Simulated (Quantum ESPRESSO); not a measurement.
# InP (F-43m) in Quantum ESPRESSO: a series of runs, part 2 of 2

Quantum ESPRESSO 7.5. Earlier steps stand in the parts before.

**8. Single point, RGE2, 26.68 Å³/atom**

The input, pw.in:

```
&CONTROL
  calculation = 'scf'
  prefix = 'pwscf'
  outdir = './tmp'
  pseudo_dir = './pseudo'
  tprnfor = .true.
  tstress = .true.
  disk_io = 'nowf'
/
&SYSTEM
  ibrav = 0
  nat = 2
  ntyp = 2
  ecutwfc = 70
  nbnd = 15
  input_dft = 'XC-000I-000I-142L-143L-000I-000I'
  occupations = 'smearing'
  smearing = 'fd'
  degauss = 0.00367493
/
&ELECTRONS
  conv_thr = 4d-10
  electron_maxstep = 120
  mixing_beta = 0.5
/
ATOMIC_SPECIES
In   114.8180 In.upf
P     30.9738 P.upf
CELL_PARAMETERS angstrom
   0.0000000000    2.9879753761    2.9879753761
   2.9879753761    0.0000000000    2.9879753761
   2.9879753761    2.9879753761    0.0000000000
ATOMIC_POSITIONS crystal
In     0.0000000000    0.0000000000    0.0000000000
P      0.7500000000    0.7500000000    0.7500000000
K_POINTS automatic
8 8 8 0 0 0
```

Launch:

```bash
$ OMP_NUM_THREADS=1 pw.x -in pw.in > pw.out
```

It took 33 s on 1 thread of Arm Neoverse V1, shared host; peak memory 0.08 GiB.

The run converged. Its results:

```
Free energy            : -1991.5735 eV
Pressure               : -1.9 GPa
Band gap on the k mesh : 0.38 eV, direct
```

Caveat: the potentials were made for another functional, which shifts forces and pressure; spin-orbit coupling is left out, which moves the levels of the heavy elements.

**9. Equation of state, RGE2**

Potentials or basis: PseudoDojo 0.4.1 SR PBE standard.

No new run: the results of the series are fitted here.

What came out:

```
Equilibrium volume                      : 25.86 Å³/atom
Bulk modulus                            : 63 GPa
Pressure derivative of the bulk modulus : 4.6
```

Energy against volume, from the lowest point:
| volume (Å³/atom) | energy (meV/atom) |
| --- | --- |
| 23.657 | 43.48 |
| 24.160 | 24.75 |
| 24.663 | 11.64 |
| 25.167 | 3.56 |
| 25.670 | 0.00 |
| 26.173 | 0.48 |
| 26.677 | 4.57 |

Caveat: the potentials were made for another functional, which shifts forces and pressure.

**10. Band structure, PBE**

The input, pw.in:

```
&CONTROL
  calculation = 'scf'
  prefix = 'pwscf'
  outdir = './tmp'
  pseudo_dir = './pseudo'
  tprnfor = .true.
  tstress = .true.
  disk_io = 'low'
/
&SYSTEM
  ibrav = 0
  A = 4.14435284
  nat = 2
  ntyp = 2
  ecutwfc = 82
  nbnd = 20
  occupations = 'smearing'
  smearing = 'fd'
  degauss = 0.00367493
/
&ELECTRONS
  conv_thr = 4d-10
  electron_maxstep = 120
  mixing_beta = 0.5
/
ATOMIC_SPECIES
In   114.8180 In.upf
P     30.9738 P.upf
CELL_PARAMETERS alat
   0.0000000000    0.7071067820    0.7071067820
   0.7071067820    0.0000000000    0.7071067820
   0.7071067820    0.7071067820    0.0000000000
ATOMIC_POSITIONS alat
In     0.0000000000    0.0000000000    0.0000000000
P      1.0606601729    1.0606601729    1.0606601729
K_POINTS automatic
8 8 8 0 0 0
```

The input, pp_density.in:

```
&INPUTPP
  prefix = 'pwscf'
  outdir = './tmp'
  filplot = 'density.dat'
  plot_num = 0
/
&PLOT
  nfile = 1
  filepp(1) = 'density.dat'
  iflag = 3
  output_format = 6
  fileout = 'density.cube'
/
```

The input, pp_potential.in:

```
&INPUTPP
  prefix = 'pwscf'
  outdir = './tmp'
  filplot = 'potential.dat'
  plot_num = 11
/
&PLOT
  nfile = 1
  filepp(1) = 'potential.dat'
  iflag = 3
  output_format = 6
  fileout = 'potential.cube'
/
```

The input, pp_elf.in:

```
&INPUTPP
  prefix = 'pwscf'
  outdir = './tmp'
  filplot = 'elf.dat'
  plot_num = 8
/
&PLOT
  nfile = 1
  filepp(1) = 'elf.dat'
  iflag = 3
  output_format = 6
  fileout = 'elf.cube'
/
```

The input, bands.in:

```
&CONTROL
  calculation = 'bands'
  prefix = 'pwscf'
  outdir = './tmp'
  pseudo_dir = './pseudo'
  disk_io = 'low'
  verbosity = 'high'
/
&SYSTEM
  ibrav = 0
  A = 4.14435284
  nat = 2
  ntyp = 2
  ecutwfc = 82
  nbnd = 20
  occupations = 'smearing'
  smearing = 'fd'
  degauss = 0.00367493
/
&ELECTRONS
  conv_thr = 1d-08
  electron_maxstep = 120
  mixing_beta = 0.5
  diago_full_acc = .true.
/
ATOMIC_SPECIES
In   114.8180 In.upf
P     30.9738 P.upf
CELL_PARAMETERS alat
   0.0000000000    0.7071067820    0.7071067820
   0.7071067820    0.0000000000    0.7071067820
   0.7071067820    0.7071067820    0.0000000000
ATOMIC_POSITIONS alat
In     0.0000000000    0.0000000000    0.0000000000
P      1.0606601729    1.0606601729    1.0606601729
K_POINTS crystal
60
 0.0000000000  0.0000000000  0.0000000000 1
 0.0625000000  0.0000000000  0.0625000000 1
 0.1250000000  0.0000000000  0.1250000000 1
 0.1875000000  0.0000000000  0.1875000000 1
 0.2500000000  0.0000000000  0.2500000000 1
 0.3125000000  0.0000000000  0.3125000000 1
 0.3750000000  0.0000000000  0.3750000000 1
 0.4375000000  0.0000000000  0.4375000000 1
 0.5000000000  0.0000000000  0.5000000000 1
 0.5000000000  0.0625000000  0.5625000000 1
 0.5000000000  0.1250000000  0.6250000000 1
 0.5000000000  0.1875000000  0.6875000000 1
 0.5000000000  0.2500000000  0.7500000000 1
 0.4375000000  0.3125000000  0.7500000000 1
 0.3750000000  0.3750000000  0.7500000000 1
 0.3375000000  0.3375000000  0.6750000000 1
 0.3000000000  0.3000000000  0.6000000000 1
 0.2625000000  0.2625000000  0.5250000000 1
 0.2250000000  0.2250000000  0.4500000000 1
 0.1875000000  0.1875000000  0.3750000000 1
 0.1500000000  0.1500000000  0.3000000000 1
 0.1125000000  0.1125000000  0.2250000000 1
 0.0750000000  0.0750000000  0.1500000000 1
 0.0375000000  0.0375000000  0.0750000000 1
 0.0000000000  0.0000000000  0.0000000000 1
 0.0625000000  0.0625000000  0.0625000000 1
 0.1250000000  0.1250000000  0.1250000000 1
 0.1875000000  0.1875000000  0.1875000000 1
 0.2500000000  0.2500000000  0.2500000000 1
 0.3125000000  0.3125000000  0.3125000000 1
 0.3750000000  0.3750000000  0.3750000000 1
 0.4375000000  0.4375000000  0.4375000000 1
 0.5000000000  0.5000000000  0.5000000000 1
 0.5250000000  0.4500000000  0.5250000000 1
 0.5500000000  0.4000000000  0.5500000000 1
 0.5750000000  0.3500000000  0.5750000000 1
 0.6000000000  0.3000000000  0.6000000000 1
 0.6250000000  0.2500000000  0.6250000000 1
 0.5833333333  0.2500000000  0.6666666667 1
 0.5416666667  0.2500000000  0.7083333333 1
 0.5000000000  0.2500000000  0.7500000000 1
 0.5000000000  0.2857142857  0.7142857143 1
 0.5000000000  0.3214285714  0.6785714286 1
 0.5000000000  0.3571428571  0.6428571429 1
 0.5000000000  0.3928571429  0.6071428571 1
 0.5000000000  0.4285714286  0.5714285714 1
 0.5000000000  0.4642857143  0.5357142857 1
 0.5000000000  0.5000000000  0.5000000000 1
 0.4821428571  0.4821428571  0.5357142857 1
 0.4642857143  0.4642857143  0.5714285714 1
 0.4464285714  0.4464285714  0.6071428571 1
 0.4285714286  0.4285714286  0.6428571429 1
 0.4107142857  0.4107142857  0.6785714286 1
 0.3928571429  0.3928571429  0.7142857143 1
 0.3750000000  0.3750000000  0.7500000000 1
 0.6250000000  0.2500000000  0.6250000000 1
 0.5937500000  0.1875000000  0.5937500000 1
 0.5625000000  0.1250000000  0.5625000000 1
 0.5312500000  0.0625000000  0.5312500000 1
 0.5000000000  0.0000000000  0.5000000000 1
```

Potentials or basis: PseudoDojo 0.4 SR PBE stringent.

Launch:

```bash
$ OMP_NUM_THREADS=1 pw.x -in pw.in > pw.out
$ OMP_NUM_THREADS=1 pp.x -in pp_density.in > pp_density.out
$ OMP_NUM_THREADS=1 pp.x -in pp_potential.in > pp_potential.out
$ OMP_NUM_THREADS=1 pp.x -in pp_elf.in > pp_elf.out
$ OMP_NUM_THREADS=1 pw.x -in bands.in > bands.out
```

Run time: 90 s. Hardware: 1 thread of Arm Neoverse V1, shared host; peak memory 0.12 GiB.

Results (log left out):

```
Free energy             : -5616.0518 eV
Pressure                : 3.3 GPa
Band gap on the k mesh  : 0.71 eV, direct
Band gap along the path : 0.71 eV, direct
```

Levels at the corners of the path, in eV from the valence-band top:
```csv
point,band 10,band 11,band 12,band 13,band 14,band 15,band 16,band 17
Γ,-11.52,0.00,0.00,0.00,0.71,4.09,4.09,4.09
X,-9.14,-5.75,-2.32,-2.32,1.76,2.27,9.23,9.59
W,-9.06,-5.60,-2.95,-2.91,4.30,4.38,5.57,6.21
K,-9.15,-5.60,-3.30,-1.94,2.36,4.39,7.52,7.55
Γ,-11.52,0.00,0.00,0.00,0.71,4.09,4.09,4.09
L,-9.80,-5.73,-0.97,-0.97,1.50,4.81,4.81,7.12
U,-9.15,-5.60,-3.30,-1.94,2.36,4.39,7.52,7.55
W,-9.06,-5.60,-2.95,-2.91,4.30,4.38,5.57,6.21
L,-9.80,-5.73,-0.97,-0.97,1.50,4.81,4.81,7.12
K,-9.15,-5.60,-3.30,-1.94,2.36,4.39,7.52,7.55
U,-9.15,-5.60,-3.30,-1.94,2.36,4.39,7.52,7.55
X,-9.14,-5.75,-2.32,-2.32,1.76,2.27,9.23,9.59
```

Caveat: spin-orbit coupling is left out, which moves the levels of the heavy elements.

**11. Comparison with measurements**

Step 9. Against the measured bulk modulus of InP, 71 GPa (a printed reference work, data compilation), the calculated 63 GPa is off by -10.7 %. The fit is for a static lattice scaled at fixed shape and fixed fractional positions.

Step 10. A measured gap of InP is 1.4236 eV (direct; 1.6 K; a printed reference work, data compilation); the calculated 0.71 eV misses it by -0.71 eV. Spin-orbit coupling on In is left out. The value is that of PBE, without temperature or zero-point motion. Semilocal functionals fall short of measured gaps as a rule.
